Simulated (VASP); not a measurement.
C:

```
C
1.0
     2.52210    0.00000    0.00000
    -1.26105    2.18420    0.00000
     0.00000    0.00000   12.35570
C
12
Cartesian
  1.2611 0.7281 4.3760
  0.0000 1.4561 10.5539
  1.2611 0.7281 1.8018
  0.0000 1.4561 7.9797
  1.2611 0.7281 5.9205
  0.0000 1.4561 12.0983
  1.2611 0.7281 0.2574
  0.0000 1.4561 6.4352
  0.0000 0.0000 10.0390
  0.0000 0.0000 3.8612
  0.0000 0.0000 8.4945
  0.0000 0.0000 2.3167
```

This is a hexagonal form of diamond, not graphite.

- Program: VASP 6.6.1
- Task: relaxation of cell and atoms
- Functional: BLYP
- Dispersion: D3
- Potentials or basis: VASP PAW PBE potentials, release 64 (C)
- Cutoff: 600 eV
- k mesh: 12 × 12 × 3
- Occupations: fermi-dirac, width 0.05 eV
- Spin: no spin polarisation

At the start: pressure 6.4 GPa; volume 5.67 Å³/atom.

Q: Where does the relaxation end?

A: Over 7 steps the energy falls by 3.1 meV/atom and the volume is 5.76 Å³/atom (+1.5 %); space group P6_3/mmc (No. 194, to 0.05 Å).

Step by step:
| step | energy change (eV) | largest force (eV/Å) | pressure (GPa) | volume (Å³) |
| --- | --- | --- | --- | --- |
| 1 | 0.0000 | 0.3222 | 6.38 | 68.06 |
| 2 | 0.0036 | 0.2713 | -6.76 | 70.31 |
| 3 | -0.0367 | 0.0913 | -0.23 | 69.14 |
| 4 | -0.0367 | 0.0888 | -0.10 | 69.12 |
| 5 | -0.0361 | 0.1692 | 0.04 | 69.09 |
| 6 | -0.0372 | 0.0263 | -0.05 | 69.11 |
| 7 | -0.0372 | 0.0115 | 0.05 | 69.09 |

Final structure:
```
C
1.0
     2.52925    0.00000    0.00000
    -1.26463    2.19039    0.00000
     0.00000    0.00000   12.47116
C
12
Cartesian
  1.2646 0.7301 4.4258
  0.0000 1.4603 10.6614
  1.2646 0.7301 1.8097
  0.0000 1.4603 8.0453
  1.2646 0.7301 5.9766
  0.0000 1.4603 12.2121
  1.2646 0.7301 0.2590
  0.0000 1.4603 6.4946
  2.5293 0.0000 10.1412
  -1.2646 2.1904 3.9056
  2.5293 0.0000 8.5655
  -1.2646 2.1904 2.3300
```

Caveat: the PAW data sets were made with another functional, which shifts forces and pressure a little.
